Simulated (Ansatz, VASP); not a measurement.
## Cs in VASP and in Ansatz

```xyz
1
Lattice="-2.6354 2.6354 3.9263 2.6354 -2.6354 3.9263 2.6354 2.6354 -3.9263" Properties=species:S:1:pos:R:3 pbc="T T T"
Cs    0.0000    0.0000    0.0000
```

This isn't the form of Cs at room conditions, which is bcc.

Alike in both runs: task single point; functional PBE; k mesh 6 × 6 × 6; occupations fermi-dirac, width 0.1 eV; no spin polarisation.

|  | VASP | Ansatz |
| --- | --- | --- |
| version | VASP 6.6.1 | Ansatz 0.2.0 |
| potentials or method | VASP PAW PBE potentials, release 64 (Cs_sv) | plane waves, PAW |
| plane-wave cutoff (eV) | 520 | 422 |
| valence electrons in the cell | 9 | 9 |

|  | VASP | Ansatz | Ansatz less VASP |
| --- | --- | --- | --- |
| pressure (GPa) | 0.2 | 0.2 | +0.01 |

The runs have no spin-orbit coupling, so splittings on Cs are missing.
